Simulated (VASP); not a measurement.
## TiTe2: equation of state with PBEsol

The system is TiTe2.

```
Te Ti
1.0
     3.77700    0.00000    0.00000
    -1.88850    3.27098    0.00000
     0.00000    0.00000    6.49800
Te Ti
2 1
Cartesian
  0.0000 2.1807 4.7903
  1.8885 1.0903 1.7077
  0.0000 0.0000 0.0000
```

```yaml
Program: VASP 6.6.1
Task: equation of state
Functional: PBEsol
Potentials_or_basis: VASP PAW PBE potentials, release 64 (Te, Ti_sv)
Cutoff: 520 eV
k_mesh: 8 × 8 × 4
Occupations: fermi-dirac, width 0.05 eV
Spin: no spin polarisation
Ladder: free
Further_INCAR_settings: ALGO = Normal; EDIFF = 1e-07; NBANDS = 19
```

The equilibrium volume is 25.86 Å³/atom and the bulk modulus at fixed shape and positions is 69 GPa. The pressure derivative of the bulk modulus is 4.2.

Energy against volume, from the lowest point:
```tsv
volume (Å³/atom)	energy (meV/atom)
25.154	4.10
25.689	0.00
26.225	0.85
26.760	6.16
27.295	15.47
27.830	28.37
28.365	44.51
```

All runs of the series together: 7.6 min on 1 thread of Intel(R) Xeon(R) Platinum 8259CL CPU @ 2.50GHz (Skylake/Cascade Lake), on a shared host.

Caveat: the cell was scaled at fixed shape and fractional positions, which overstates the stiffness of a crystal with free parameters, most of all of layers and chains; the PAW data sets were made with another functional, which shifts forces and pressure a little; this functional lacks dispersion, which binds the layers, so the pressure and a relaxed spacing across them are unreliable. Spin-orbit coupling is left out, which matters for the levels of Te.
